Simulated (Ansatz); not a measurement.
## SiO2 — ¹⁷O NMR of the central transition

Cell: a computed structure from the Materials Project (it need not be an observed phase), atoms as given.

Space group Pmma (No. 51); a = 9.7780, b = 7.5446, c = 9.4405 Å.

| site | Wyckoff | site symmetry | x | y | z |
| --- | --- | --- | --- | --- | --- |
| Si1 | 8l | 1 | 0.0907 | 0.2047 | 0.3664 |
| Si9 | 4j | .m. | 0.0895 | 0.5000 | 0.1411 |
| O13 | 8l | 1 | 0.0529 | 0.3246 | 0.2314 |
| O21 | 4k | m.. | 0.2500 | 0.2300 | 0.4070 |
| O25 | 4i | .m. | 0.0599 | 0.0000 | 0.3282 |
| O29 | 4h | .2. | 0.0000 | 0.2655 | 0.5000 |
| O33 | 2b | .2/m. | 0.0000 | 0.5000 | 0.0000 |
| O35 | 2f | mm2 | 0.2500 | 0.5000 | 0.1013 |

One atom of each set is listed.

Computed with Ansatz: DFT, PBE, plane waves and PAW, scalar-relativistic, 420 eV cutoff, Γ-centred 2×3×3 k-points, Fermi–Dirac smearing 0.02 eV.

¹⁷O has I = 5/2 and Q = -25.58 mb (Pyykkö 2018); at 28.2 T its Larmor frequency is ν₀ = 162.8 MHz. Only the quadrupole interaction is simulated: positions count from each site's isotropic chemical shift, and J coupling is left out, as are shift anisotropy and dipolar coupling, which fast spinning averages.

Problem. Give C_Q, η, the quadrupolar product P_Q = |C_Q|(1 + η²/3)^½, the second-order isotropic shift and the breadth of the pattern (fast magic-angle spinning) for each O site.

Solution. 

| site | first shell | C_Q (MHz) | η | P_Q (MHz) | δ_QIS (ppm) | breadth (kHz) |
| --- | --- | --- | --- | --- | --- | --- |
| O13 | 2 Si at 1.61 Å, angle 146° | -5.80 | 0.18 | 5.83 | -7.69 | 2.82 |
| O21 | 2 Si at 1.62 Å, angle 149° | -5.75 | 0.10 | 5.76 | -7.50 | 2.69 |
| O25 | 2 Si at 1.61 Å, angle 146° | -5.74 | 0.15 | 5.76 | -7.52 | 2.73 |
| O29 | 2 Si at 1.61 Å, angle 147° | -5.84 | 0.14 | 5.86 | -7.77 | 2.82 |
| O33 | 2 Si at 1.59 Å, angle 180° | -6.46 | 0.02 | 6.46 | -9.45 | 3.32 |
| O35 | 2 Si at 1.61 Å, angle 153° | -6.00 | 0.15 | 6.03 | -8.22 | 2.99 |

δ_QIS = −(ν_Q²/30ν₀²)[I(I+1) − 3/4](1 + η²/3) × 10⁶ ppm with ν_Q = 3|C_Q|/[2I(2I−1)]; it falls as 1/B₀² in ppm, and the breadth as 1/B₀ in kHz.

At O13, O21, O25, O29 and O35 V_zz runs parallel to the line that joins its two neighbours (within 1°) in each case. At O33 V_zz points along the line of its two bonds (within 1°).

The largest force is 0.4 eV/Å, so the atoms aren't at the calculated equilibrium and relaxing them would move these values.
